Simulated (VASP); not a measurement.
# SiC (F-43m) in VASP: a series of runs

One crystal, SiC, is run at these levels: PBE; tasks: relaxation of cell and atoms.

All numbers are computed with VASP 6.6.1; they aren't measurements. Logs are shortened: lines on timing, memory, paths and dates and some standing lists are left out, and cuts for length are marked.

**1. Starting point**

Symmetry: F-43m, No. 216, cubic system. Conventional cell: a = 4.358 Å, b = 4.358 Å, c = 4.358 Å, α = 90.00°, β = 90.00°, γ = 90.00°. Si (site symmetry -43m) has 4 C at 1.89 Å as nearest neighbours. C (site symmetry -43m) has 4 Si at 1.89 Å as nearest neighbours.

**2. Relaxation of cell and atoms, PBE**

The input, INCAR:

```
SYSTEM = SiC
  ALGO = Normal
  EDIFF = 1E-7
  EDIFFG = -0.002
  ENCUT = 520
  GGA = PE
  IBRION = 2
  ISIF = 3
  ISMEAR = 0
  KPAR = 4
  LASPH = .True.
  LCHARG = .False.
  LREAL = .False.
  LWAVE = .False.
  NELM = 100
  NSW = 80
  PREC = Accurate
  SIGMA = 0.02
```

The input, KPOINTS:

```
k-points
0
Gamma
  12 12 12
  0 0 0
```

The input, POSCAR:

```
SiC
1.0
    0.0000000000      2.1790000000      2.1790000000
    2.1790000000      0.0000000000      2.1790000000
    2.1790000000      2.1790000000      0.0000000000
Si C
1 1
Direct
    0.0000000000      0.0000000000      0.0000000000
    0.2500000000      0.2500000000      0.2500000000
```

Potentials or basis: VASP PAW PBE potentials, release 64 (Si, C).

Launch:

```sh
cat potpaw_PBE.64/Si/POTCAR potpaw_PBE.64/C/POTCAR > POTCAR
mpirun -np 4 vasp_std > vasp.out
```

OUTCAR:

```text
SYSTEM = SiC
   EDIFF = 1E-7
   EDIFFG = -0.002
   ENCUT = 520
   GGA = PE
   IBRION = 2
   ISIF = 3
   ISMEAR = 0
   LASPH = .True.
   LREAL = .False.
   NELM = 100
   NSW = 80
   PREC = Accurate

 ion  position               nearest neighbor table
   1  0.000  0.000  0.000-   2 1.89   2 1.89   2 1.89   2 1.89
   2  0.250  0.250  0.250-   1 1.89   1 1.89   1 1.89   1 1.89

  LATTYP: Found a face centered cubic cell.
 ALAT       =     4.3580000000

  Lattice vectors:

 A1 = (   0.0000000000,   2.1790000000,   2.1790000000)
 A2 = (   2.1790000000,   0.0000000000,   2.1790000000)
 A3 = (   2.1790000000,   2.1790000000,   0.0000000000)

Analysis of symmetry for initial positions (statically):
=====================================================================
 Subroutine PRICEL returns:
 Original cell was already a primitive cell.

 Routine SETGRP: Setting up the symmetry group for a
 face centered cubic supercell.

 Subroutine GETGRP returns: Found 24 space group operations
 (whereof 24 operations were pure point group operations)
 out of a pool of 48 trial point group operations.

The static configuration has the point symmetry T_d .

Analysis of symmetry for dynamics (positions and initial velocities):
=====================================================================
 Subroutine PRICEL returns:
 Original cell was already a primitive cell.

 Routine SETGRP: Setting up the symmetry group for a
 face centered cubic supercell.

 Subroutine GETGRP returns: Found 24 space group operations
 (whereof 24 operations were pure point group operations)
 out of a pool of 48 trial point group operations.

The dynamic configuration has the point symmetry T_d .

 Subroutine INISYM returns: Found 24 space group operations
 (whereof 24 operations are pure point group operations),
 and found     1 'primitive' translations

----------------------------------------------------------------------------------------

                                     Primitive cell

  volume of cell :      20.6920

  direct lattice vectors                    reciprocal lattice vectors
     0.000000000  2.179000000  2.179000000    -0.229463056  0.229463056  0.229463056
     2.179000000  0.000000000  2.179000000     0.229463056 -0.229463056  0.229463056
     2.179000000  2.179000000  0.000000000     0.229463056  0.229463056 -0.229463056

  length of vectors
     3.081571352  3.081571352  3.081571352     0.397441672  0.397441672  0.397441672

  position of ions in fractional coordinates (direct lattice)
     0.000000000  0.000000000  0.000000000
     0.250000000  0.250000000  0.250000000

  ion indices of the primitive-cell ions
   primitive index   ion index
                 1           1
                 2           2

----------------------------------------------------------------------------------------

 KPOINTS: k-points

Automatic generation of k-mesh.
 Grid dimensions read from file:
 generate k-points for:   12   12   12

 Generating k-lattice:

  Cartesian coordinates                     Fractional coordinates (reciprocal lattice)
    -0.019121921  0.019121921  0.019121921     0.083333333  0.000000000  0.000000000
     0.019121921 -0.019121921  0.019121921     0.000000000  0.083333333  0.000000000
     0.019121921  0.019121921 -0.019121921     0.000000000  0.000000000  0.083333333

  Length of vectors
     0.033120139  0.033120139  0.033120139

  Shift w.r.t. Gamma in fractional coordinates (k-lattice)
     0.000000000  0.000000000  0.000000000

 Subroutine IBZKPT returns following result:
 ===========================================

 Found     72 irreducible k-points:

 Following reciprocal coordinates:
            Coordinates               Weight
  0.000000  0.000000  0.000000      1.000000
  0.083333  0.000000  0.000000      8.000000
  0.166667  0.000000  0.000000      8.000000
  0.250000  0.000000  0.000000      8.000000
  0.333333  0.000000  0.000000      8.000000
  0.416667  0.000000  0.000000      8.000000
[... 16 lines left out ...]
  0.500000  0.166667  0.000000     24.000000
 -0.416667  0.166667  0.000000     24.000000
 [... further k-points ...]
   k-points           NKPTS =     72   k-points in BZ     NKDIM =     72   number of bands    NBANDS=      8
   number of dos      NEDOS =    301   number of ions     NIONS =      2
   total plane-waves  NPLWV =  13824
   dimension x,y,z NGX =    24 NGY =   24 NGZ =   24
   dimension x,y,z NGXF=    48 NGYF=   48 NGZF=   48
   ions per type =               1   1
   NGX,Y,Z   is equivalent  to a cutoff of  12.95, 12.95, 12.95 a.u.
   NGXF,Y,Z  is equivalent  to a cutoff of  25.90, 25.90, 25.90 a.u.
 SYSTEM =  SiC
   PREC   = accura    normal or accurate (medium, high low for compatibility)
   ISTART =      0    job   : 0-new  1-cont  2-samecut
   ICHARG =      2    charge: 1-file 2-atom 10-const
   ISPIN  =      1    spin polarized calculation?
   LNONCOLLINEAR =      F non collinear calculations
   LSORBIT =      F    spin-orbit coupling
   LASPH  =      T    aspherical Exc in radial PAW
   ENCUT  =  520.0 eV  38.22 Ry    6.18 a.u.   5.73  5.73  5.73*2*pi/ulx,y,z
   NELM   =    100;   NELMIN=  2; NELMDL= -5     # of ELM steps
   EDIFF  = 0.1E-06   stopping-criterion for ELM
   LREAL  =      F    real-space projection
   EDIFFG = -.2E-02   stopping-criterion for IOM
   NSW    =     80    number of steps for IOM
   IBRION =      2    ionic relax: 0-MD 1-quasi-New 2-CG
   NFREE  =      1    steps in history (QN), initial steepest desc. (CG)
   ISIF   =      3    stress and relaxation
   ISYM   =      2    0-nonsym 1-usesym 2-fastsym
   POTIM  = 0.5000    time-step for ionic-motion
   TEBEG  =    0.0;   TEEND  =   0.0 temperature during run
   PSTRESS=    0.0 pullay stress
   NELECT =       8.0000    total number of electrons
   NUPDOWN=      -1.0000    fix difference up-down
   EMIN   =  10.00;   EMAX   =-10.00  energy-range for DOS
   EFERMI =   0.00;   METHOD = LEGACY
   ISMEAR =     0;   SIGMA  =   0.02  broadening in eV -4-tet -1-fermi 0-gaus
   EFERMI_NEDOS =   21; number of points for ismear=-14 and -15
   IALGO  =     38    algorithm
   IMIX   =      4    mixing-type and parameters
     AMIX     =   0.40;   BMIX     =  1.00
     AMIX_MAG =   1.60;   BMIX_MAG =  1.00
  volume/ion in A,a.u.               =      10.35        69.82
  Fermi-wavevector in a.u.,A,eV,Ry     =   1.192626  2.253736 19.352338  1.422357
  Thomas-Fermi vector in A             =   2.328660
   LORBIT       =      0    0 simple, 1 ext, 2 COOP (PROOUT), +10 PAW based schemes
   GGA     = PE    functional components
   LHFCALC =     F    Hartree Fock is set to
   AEXX    =    0.0000 exact exchange contribution
   IVDW    =     0    specifies the selected vdW correction
   LEPSILON=     F    determine dielectric tensor
   LRPA    =     F    only Hartree local field effects (RPA)
 conjugate gradient relaxation of ions
 non-spin polarized calculation
 Gauss-broadening in eV      SIGMA  =   0.02
  energy-cutoff  :      520.00
  volume of cell :       20.69
 maximum number of plane-waves:       568
   NGX = 11   NGY = 11   NGZ = 11

--------------------------------------- Ionic step        1  -------------------------------------------

 number of electron       8.0000001 magnetization

 Free energy of the ion-electron system (eV)
  ---------------------------------------------------
  ext. energy  EPLUGINS =         0.00000000
  ---------------------------------------------------
  free energy    TOTEN  =       -15.05784200 eV

  energy without entropy =      -15.05784200  energy(sigma->0) =      -15.05784200

------------------------ aborting loop because EDIFF is reached ----------------------------------------

  FORCE on cell =-STRESS in cart. coord.  units (eV):
  Direction    XX          YY          ZZ          XY          YZ          ZX
  --------------------------------------------------------------------------------------
  -------------------------------------------------------------------------------------
  Total        0.4145400      0.4145400      0.4145400      0.0000000      0.0000000      0.0000000
  in kB       32.0978033     32.0978033     32.0978033      0.0000000      0.0000000      0.0000000
  external PRESSURE =      32.0978033 kB  Pullay stress =       0.0000000 kB

 VOLUME and BASIS-vectors are now :
 -----------------------------------------------------------------------------
  energy-cutoff  :      520.00
  volume of cell :       20.69
      direct lattice vectors                 reciprocal lattice vectors
     0.000000000  2.179000000  2.179000000    -0.229463056  0.229463056  0.229463056
     2.179000000  0.000000000  2.179000000     0.229463056 -0.229463056  0.229463056
     2.179000000  2.179000000  0.000000000     0.229463056  0.229463056 -0.229463056
[... 37 lines left out ...]
 POSITION                                       TOTAL-FORCE (eV/Angst)
 -----------------------------------------------------------------------------------
     -0.00000      2.20079      2.20079         0.000000      0.000000      0.000000
      1.10039      1.10039      1.10039        -0.000000     -0.000000     -0.000000
 -----------------------------------------------------------------------------------
    total drift:                                0.000000      0.000000      0.000000

  FREE ENERGIE OF THE ION-ELECTRON SYSTEM (eV)
  ---------------------------------------------------
  free  energy   TOTEN  =       -15.0576939507 eV

  energy  without entropy=      -15.0576939507  energy(sigma->0) =      -15.05769395

--------------------------------------- Ionic step        3  -------------------------------------------

 number of electron       8.0000001 magnetization

 Free energy of the ion-electron system (eV)
  ---------------------------------------------------
  ext. energy  EPLUGINS =         0.00000000
  ---------------------------------------------------
  free energy    TOTEN  =       -15.06086297 eV

  energy without entropy =      -15.06086297  energy(sigma->0) =      -15.06086297

 E-fermi :   8.1124     XC(G=0): -11.2921

 val. band max:        7.9427479010   @ k =   0.0000   0.0000   0.0000
 cond. band min:       9.3133019836   @ k =   0.5000   0.5000   0.0000
 fundamental gap:      1.3705540826
 Fermi energy:         8.1124229757

 k-point     1 :       0.0000    0.0000    0.0000
  band No.  band energies     occupation
      1      -7.3456      2.00000
      2       7.9427      2.00000
      3       7.9427      2.00000
      4       7.9427      2.00000
      5      14.0046      0.00000
      6      15.1488      0.00000
      7      15.1488      0.00000
      8      15.1488      0.00000

 k-point     2 :       0.0833    0.0000    0.0000
  band No.  band energies     occupation
      1      -7.2113      2.00000
      2       7.2169      2.00000
      3       7.8481      2.00000
      4       7.8481      2.00000
      5      14.2586      0.00000
      6      15.2895      0.00000
      7      15.3230      0.00000
      8      15.3230      0.00000
[... 221 lines left out ...]
 k-point    23 :       0.5000    0.1667    0.0000
  band No.  band energies     occupation
      1      -3.6895      2.00000
      2       0.2390      2.00000
      3       5.1847      2.00000
      4       6.2048      2.00000
      5      12.7382      0.00000
      6      15.6545      0.00000
      7      16.7214      0.00000
      8      18.4523      0.00000

 k-point    24 :      -0.4167    0.1667    0.0000
  band No.  band energies     occupation
      1      -3.5138      2.00000
      2       0.0051      2.00000
      3       4.8758      2.00000
      4       6.4408      2.00000
      5      13.0399      0.00000
      6      15.5608      0.00000
      7      16.4087      0.00000
      8      18.9827      0.00000

 [... further k-points ...]

------------------------ aborting loop because EDIFF is reached ----------------------------------------

  FORCE on cell =-STRESS in cart. coord.  units (eV):
  Direction    XX          YY          ZZ          XY          YZ          ZX
  --------------------------------------------------------------------------------------
  -------------------------------------------------------------------------------------
  Total        0.0002601      0.0002601      0.0002601      0.0000000     -0.0000000      0.0000000
  in kB        0.0198447      0.0198447      0.0198447      0.0000000     -0.0000000      0.0000000
  external PRESSURE =       0.0198447 kB  Pullay stress =       0.0000000 kB

 VOLUME and BASIS-vectors are now :
 -----------------------------------------------------------------------------
  energy-cutoff  :      520.00
  volume of cell :       21.00
      direct lattice vectors                 reciprocal lattice vectors
    -0.000000000  2.189702150  2.189702150    -0.228341558  0.228341558  0.228341558
     2.189702150  0.000000000  2.189702150     0.228341558 -0.228341558  0.228341558
     2.189702150  2.189702150  0.000000000     0.228341558  0.228341558 -0.228341558

 POSITION                                       TOTAL-FORCE (eV/Angst)
 -----------------------------------------------------------------------------------
      0.00000      0.00000      0.00000         0.000000      0.000000     -0.000000
      1.09485      1.09485      1.09485        -0.000000     -0.000000      0.000000
 -----------------------------------------------------------------------------------
    total drift:                                0.000000      0.000000      0.000000

  FREE ENERGIE OF THE ION-ELECTRON SYSTEM (eV)
  ---------------------------------------------------
  free  energy   TOTEN  =       -15.0608629684 eV

  energy  without entropy=      -15.0608629684  energy(sigma->0) =      -15.06086297

 reached required accuracy - stopping structural energy minimisation
```

It took 10 s on 4 MPI ranks of AMD EPYC 7R13 (Zen 3), shared host; peak memory 0.11 GiB.

Results:

```yaml
Free_energy: -15.0609 eV
Relaxed_volume: 10.50 Å³/atom
Relaxed_cell: a = 3.097 Å, b = 3.097 Å, c = 3.097 Å, α = 60.00°, β = 60.00°, γ = 60.00°
Space_group_after_relaxing_to_0.05_Å: F-43m (No. 216)
Energy_gained_by_relaxing: 1.5 meV/atom
Ionic_steps: 3
Pressure_after_relaxing: 0.0 GPa
Band_gap_on_the_k_mesh: 1.37 eV, indirect (least direct gap 4.53 eV)
```

The path:
```tsv
step	energy change (eV)	largest force (eV/Å)	pressure (GPa)	volume (Å³)
1	0.0000	0.0000	3.21	20.69
2	0.0001	0.0000	-3.12	21.32
3	-0.0030	0.0000	0.00	21.00
```

Final structure:
```
Si C
1.0
     0.00000    2.18970    2.18970
     2.18970    0.00000    2.18970
     2.18970    2.18970    0.00000
Si C
1 1
Cartesian
  0.0000 0.0000 0.0000
  1.0949 1.0949 1.0949
```

A k mesh can miss the band edges. Zero-point motion and thermal expansion aren't in these numbers.

[end of part 1 of 2]
